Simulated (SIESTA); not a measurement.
**BaZrO3: equation of state with PBE**

BaZrO3:

```xyz
5
Lattice="4.1913 0.0000 0.0000 0.0000 4.1913 0.0000 0.0000 0.0000 4.1913" Properties=species:S:1:pos:R:3 pbc="T T T"
Ba    0.0000    0.0000    0.0000
Zr    2.0957    2.0957    2.0957
O     2.0957    2.0957    0.0000
O     2.0957    0.0000    2.0957
O     0.0000    2.0957    2.0957
```

| Quantity | Value |
| --- | --- |
| Program | SIESTA 5.4.2 |
| Task | equation of state |
| Functional | PBE |
| Potentials or basis | PseudoDojo 0.4 standard (PBE files) |
| Basis | DZP (energy shift 0.003 Ry; two zetas on semicore shells; d shell added on Ba) |
| Grid cutoff | 800 Ry |
| Energy shift | 0.003 Ry |
| k mesh | 6 × 6 × 6 |
| Occupations | fermi-dirac, width 0.05 eV |
| Spin | no spin polarisation |

| Quantity | Value |
| --- | --- |
| Equilibrium volume | 15.38 Å³/atom |
| Bulk modulus | 149 GPa |
| Pressure derivative of the bulk modulus | 4.4 |

Energy against volume, from the lowest point:
```tsv
volume (Å³/atom)	energy (meV/atom)
13.843	85.62
14.137	53.81
14.432	30.13
14.726	13.70
15.021	3.89
15.315	0.00
15.610	1.45
```

All runs of the series together: 10 min on 1 thread of Intel(R) Xeon(R) 6975P-C (Granite Rapids), with other jobs on the host.

Caveat: this set's barium file shifts pressures by up to 1 GPa against other sets; the basis of atomic orbitals isn't converged, which shifts pressures, moduli and gaps. Zero-point motion and thermal expansion aren't in these numbers.
